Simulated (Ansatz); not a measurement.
NiO under changes of volume

One of the cells (9.076 Å³/atom); the others are scaled copies at fixed shape and fractional positions:

```
Ni O
1.0
     0.00000    2.08590    2.08590
     2.08590    0.00000    2.08590
     2.08590    2.08590    0.00000
Ni O
1 1
Direct
  0.00000 0.00000 0.00000
  0.50000 0.50000 0.50000
```

| Quantity | Value |
| --- | --- |
| Program | Ansatz 0.2.0 |
| Functional | PBEsol |
| Potentials or basis | all-electron LAPW, scalar-relativistic |
| Cutoff | 408 eV (chosen from the basis error) |
| Basis error allowed | 0.0005 eV/atom |
| k mesh | 11 × 11 × 11 |
| Occupations | fermi-dirac, width 0.05 eV |
| Spin | collinear spin, ferromagnetic start |
| Starting moments | [1.0, 0.0] μB |

```tsv
volume (Å³/atom)	energy over the lowest point (meV/atom)	pressure (GPa)	moment (μB per cell)
8.531	3.29	5.2	1.26
8.713	0.00	0.6	1.31
8.894	1.85	-3.5	1.38
9.076	?	?	?
9.257	17.20	-9.9	1.56
9.439	29.90	-12.5	1.63
9.620	45.13	-14.7	1.71
```

What does the run at 9.076 Å³/atom give?

Energy over the lowest point 7.79 meV/atom; pressure -6.8 GPa; moment 1.48 μB per cell.

Worked out: A Birch-Murnaghan fit of order 3 (a polynomial in V^(-2/3)) to the other rows has its minimum at 8.74 Å³/atom with B0 = V·E''(V) = 204 GPa and B' = 6.2. It gives 7.72 meV/atom at 9.076 Å³/atom, against the run's 7.79, and -dE/dV = -6.9 GPa, against -6.8. A parabola through the other rows of the moment, of slope 0.427 μB per Å³/atom there, gives 1.47 μB, against the run's 1.48.

Energies are extrapolated to zero smearing.

Caveats: a cell with one magnetic atom can't hold antiferromagnetic order, which such compounds often take.
